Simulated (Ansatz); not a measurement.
Below is a relaxed structure of MgO. The cell was found from a structure generator's guess, not taken from experiment.

Level of theory: DFT PBE, scalar-relativistic, plane waves, PAW (Ansatz 0.2.0). Cutoff 420 eV, Γ-centred mesh, Gaussian smearing, no spin polarisation.

```xyz
2
Lattice="2.8289 0.0000 0.0000 0.0000 2.8289 0.0000 0.0000 0.0000 5.0497" Properties=species:S:1:pos:R:3 pbc="T T T"
Mg    1.4144    1.4144    0.0000
O     0.0000    0.0000    0.0000
```

The zero of energy is the elements' standard structures at the same level (O₂ as a molecule); no fitted shifts are applied.

Problem. Find its symmetry and describe it.

Solution. P4/mmm (No. 123). Conventional cell: a = 2.829 Å, c = 5.050 Å. Around Mg lie 4 O at 2.00 Å; around O lie 4 Mg at 2.00 Å.

Problem. What is its formation energy per atom?

Solution. −2.285 eV/atom.

Problem. Is it a metal?

Solution. No, the gap on the 10×10×6 mesh is 2.27 eV.

The last run used a 10×10×6 mesh (in the run's order of axes) for its 2-atom cell and Gaussian smearing of 0.02 eV. Weakly bound directions are ill-defined at this level, which has no dispersion term. Kohn–Sham gaps at this level usually fall short of measured ones. A structure relaxed within its symmetry needn't be a true minimum. Another cell of MgO relaxed alike, in P6_3/mmc, lies 250 meV/atom lower, so this cell isn't the stable form at this level.
